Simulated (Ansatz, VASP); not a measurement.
# Cross-check of AsP (honeycomb PAs, 1 layer) between VASP and Ansatz, part 2 of 2

Aim: how closely do two programs agree when they are given the same cell, functional and k mesh? Of the first pair: The structure shown is the start of the Ansatz relaxation below; VASP solves that cell, so the two are compared at the walk's first step.

VASP 6.6.1 and Ansatz 0.2.0.

So far: Starting point; Ansatz: relaxation, PBE; VASP: single point, PBE, start cell, pair 1.

## 4. Side by side

Known differences besides the potentials themselves: the data sets hold 20 valence electrons in Ansatz (on its default PAW (the set named soft_2) files) and 10 in VASP; the cutoff is 420 eV in Ansatz and 400 eV in VASP. Total energies have different zeros and are not compared.

Forces (eV/Å; atoms numbered as in POSCAR):

```
atom        Ansatz x, y, z          VASP x, y, z
 As1  0.000, 0.000, -0.030  0.000, 0.000, -0.061
  P2   0.000, 0.000, 0.030   0.000, 0.000, 0.061
```

The forces differ by 18 meV/Å r.m.s., which is 50.1 % of the r.m.s. force of 0.035 eV/Å (both taken over all components). With vacuum in the cell, a pressure given here is an average over mostly empty space and none of the material.

## 5. Further runs

Further runs change the set-up of one program: Ansatz's method, potentials or start, or VASP's data sets, cutoff or form of LDA. The table gives that difference for each run.

```
                                                      run  r.m.s. force difference (meV/Å)
                                                 as above                               18
VASP with the data sets As_d and P and a cutoff of 520 eV                               14
```

## 6. Ansatz: relaxation, PBE

This run makes the geometry at which the two programs are then compared.

The structure compared here is the end of the Ansatz relaxation.

Contents of input.yaml:

```yaml
crystal:
  lattice:
    - [3.44, 0.0, 0.0]
    - [-1.72, 2.979127389, 0.0]
    - [0.0, 0.0, 16.32]
  atoms:
    - { symbol: As, position: [0.6666666667, 0.3333333333, 0.4595588235] }
    - { symbol: P, position: [0.3333333333, 0.6666666667, 0.5404411765] }
kpoints:
  mp_grid: { grid: [12, 12, 1] }
hamiltonian:
  xc: pbe
scf:
  occupations: { method: fermi_dirac, width: 0.05 }
  convergence: { dr2_threshold: 1.0e-08 }
efield:
  axis: 3
  dipole_correction: true
  ramp_position: 0.97
  ramp_width: 0.04
relax:
  f_tol: 0.01
  cell: { fix: [c, alpha, beta] }
output:
  write_potential: true
  write_density: true
  volumetric_format: npy
```

Launch:

```bash
$ ansatz run input.yaml --threads 2 --pin off --max-ram 4096MiB --backend cpu --events-out ev --progress --plain --runs-dir out
```

Numbers of over 12 decimals in the logs are rounded to 6 here.

Log:

```text
[...]
Crystal: 2 atoms, lattice volume = 167.251 Å³
Basis set: ecut = 420 eV, 3247 PW (Γ), exchange–correlation on 48×48×240 points (8 copies of the dense FFT grid, shifted against one another)
[...]
--- Relaxed structure (4 steps of the walk, 3 accepted, 1 SCFs on fresh bases) ---
[...]
cell:  # Å, volume = 168.6108 Å³
    - [3.453960, 0, 0]
    - [-1.726980, 2.991217, 0]
    - [0, 0, 16.32]
  atoms:
    - { symbol: As, position: [0.666667, 0.333333, 0.459598] }
    - { symbol: P, position: [0.333333, 0.666667, 0.540402] }
[key lines of the parts left out:]
SCF converged after 3 iterations
Free energy (F): -5611.711712 eV
Fermi energy:    -1.554042 eV
Dipole field:    D = -0.030967 V/Å  (p = -0.028855 e·Å, saw-weighted, corrected)
Work function:   Φ+ = 5.1511 eV   Φ− = 4.6457 eV
P = ⅓ Tr σ = -0.0001 GPa (-0.001 kbar)
```

## 7. VASP: single point, PBE, relaxed cell, pair 2

The same cell, functional, mesh and smearing now go to VASP, with its own data sets.

Contents of INCAR:

```
SYSTEM = AsP
PREC = Accurate
ENCUT = 500
EDIFF = 1E-06
NELM = 120
ISMEAR = -1
SIGMA = 0.05
LREAL = .FALSE.
ALGO = Normal
GGA = PE
NBANDS = 11
LORBIT = 11
LWAVE = .FALSE.
LCHARG = .FALSE.
ISIF = 2
LDIPOL = .TRUE.
IDIPOL = 3
DIPOL = 0.5 0.5 0.5
LVHAR = .TRUE.
LASPH = .TRUE.
GGA_COMPAT = .FALSE.
EFERMI = MIDGAP
NELMDL = -8
```

Contents of POSCAR:

```
AsP
1.0
    3.4539595861      0.0000000000      0.0000000000
   -1.7269797930      2.9912167452      0.0000000000
    0.0000000000      0.0000000000     16.3200000000
As P
1 1
Direct
    0.6666666667      0.3333333333      0.4595978515
    0.3333333334      0.6666666666      0.5404021485
```

Contents of KPOINTS:

```
Automatic mesh
0
Gamma
12 12 1
0 0 0
```

PAW data sets: As and P (PBE family, release 64).

Launch:

```bash
$ mpirun -np 1 vasp_std
```

Log:

```text
[... set-up lines as in an earlier step ...]
 entering main loop
       N       E                     dE             d eps       ncg     rms          rms(c)
DAV:   1     0.548842847356E+02    0.54884E+02   -0.32729E+03   418   0.620E+02
DAV:   2    -0.478439569949E+01   -0.59669E+02   -0.54566E+02   687   0.104E+02
DAV:   3    -0.994197668204E+01   -0.51576E+01   -0.51415E+01   534   0.382E+01
DAV:   4    -0.100421002794E+02   -0.10012E+00   -0.10009E+00   578   0.628E+00
[...]
DAV:  22    -0.994007888362E+01   -0.16247E-05   -0.36974E-08   416   0.566E-04    0.388E-04
DAV:  23    -0.994008124324E+01   -0.23596E-05   -0.15776E-07   448   0.876E-04    0.213E-04
DAV:  24    -0.994008148068E+01   -0.23745E-06   -0.72745E-09   434   0.211E-04
   1 F= -.99400815E+01 E0= -.99400815E+01  d E =-.125453E-08
```

OUTCAR, selected parts (step 7):

```text
  Total        0.0223656      0.0223656      0.0330693      0.0000000      0.0000000      0.0000000
  in kB        0.2125234      0.2125234      0.3142318      0.0000000      0.0000000      0.0000000
  external PRESSURE =       0.2464262 kB  Pullay stress =       0.0000000 kB

 POSITION                                       TOTAL-FORCE (eV/Angst)
 -----------------------------------------------------------------------------------
      1.72698      0.99707      7.50064         0.000000      0.000000     -0.028264
      0.00000      1.99414      8.81936        -0.000000     -0.000000      0.028264
 -----------------------------------------------------------------------------------
    total drift:                               -0.000000      0.000000     -0.000323

  FREE ENERGIE OF THE ION-ELECTRON SYSTEM (eV)
  ---------------------------------------------------
  free  energy   TOTEN  =        -9.9400814807 eV

  energy  without entropy=       -9.9400814794  energy(sigma->0) =       -9.94008148

[... 1 part as in an earlier step ...]

[... 2 further parts left out ...]
[key lines of the parts left out:]
E-fermi :  -2.3505
```

## 8. Differences

What differs besides the data sets and the points named for the pairs above, as far as they apply: the data sets hold 20 valence electrons in Ansatz (on its default PAW (the set named soft_2) files) and 10 in VASP; the cutoff is 420 eV in Ansatz and 500 eV in VASP; Ansatz's pressure holds a Pulay correction, VASP's none. Total energies have different zeros and are not compared.

Both answers:

```
              quantity  Ansatz   VASP  difference
        pressure (GPa)    0.00   0.02       -0.02
gap on the k mesh (eV)   1.845  1.848      -0.003
```

At this near-relaxed geometry the largest component of a force difference is 29 meV/Å. A gap on the mesh is an upper bound, since the band edges may lie between its points. With vacuum in the cell, a pressure given here is an average over mostly empty space and none of the material.

## 9. What came out

| Item | Value |
| --- | --- |
| r.m.s. force difference (single point, PBE, start cell, pair 1) | 18 meV/Å |
| r.m.s. force difference (single point, PBE, relaxed cell, pair 2) | 16 meV/Å |

What this shows: The r.m.s. force difference is 18 meV/Å (single point, PBE, start cell, pair 1), beyond the 12 meV/Å picked in this series as the mark of a large difference. The data sets hold unlike numbers of valence electrons (20 in Ansatz and 10 in VASP), so part of the differences comes from the potentials. For single point, PBE, start cell, pair 1, no further run moves any of the tabulated differences by more than a quarter of its size. What causes the difference of the single point, PBE, relaxed cell, pair 2 pair stays open here. How closely two codes agree says nothing of how well the functional describes the real material.

[Lines on the potential files, build, host, timing and source positions are cut from VASP's logs without a mark.]

[Logs are printed without paths, hosts, clocks, repeated set-up lines and the standing remarks that a program may print on its own settings, such as how far it seeks lower states.]

[Hosts, paths, dates, database ids (printed as entryN), source tags and the programs' standing remarks are cut or masked in the printed files.]
